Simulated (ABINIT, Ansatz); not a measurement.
**BN and the pressure, program beside program**

The cell as given:

It takes space group F-43m (No. 216, cubic). The conventional cell has a = 3.626 Å, b = 3.626 Å, c = 3.626 Å, α = 90.00°, β = 90.00°, γ = 90.00°. N (site symmetry -43m) has 4 B at 1.57 Å as nearest neighbours. B (site symmetry -43m) has 4 N at 1.57 Å as nearest neighbours.

The cell is a database's computed one, not the measured one.

Kept alike: task relaxation of cell and atoms; functional PBE; k mesh 13 × 13 × 13; occupations fermi-dirac, width 0.05 eV; no spin polarisation. The mesh is that of the run's cell of 2 atoms. No spin-orbit coupling.

- A: ABINIT, JTH PAW PBE v2.0, cutoff 707 eV
- B: Ansatz, all-electron LAPW, scalar-relativistic

| pressure (GPa) | A: volume (Å³/atom) | B: volume (Å³/atom) |
| --- | --- | --- |
| 0 | 5.955 | 5.953 |
| 5 | 5.877 | 5.875 |
| 10 | 5.804 | 5.802 |
| 20 | 5.669 | 5.668 |
| 30 | 5.548 | 5.546 |

Values hold for each row's relaxed cell, which stops near the pressure aimed at. The runs follow the start's structure, whether or not it is the stable one at these pressures.

Q: How large is the effect of the pressure, and do the programs agree on it?

A: From 0 to 30 GPa the volume moves by -0.407 in A, -0.407 in B (Å³/atom). Row by row the programs differ by 0.001 to 0.002, and over this span the shifts, as printed, agree within 1 %.
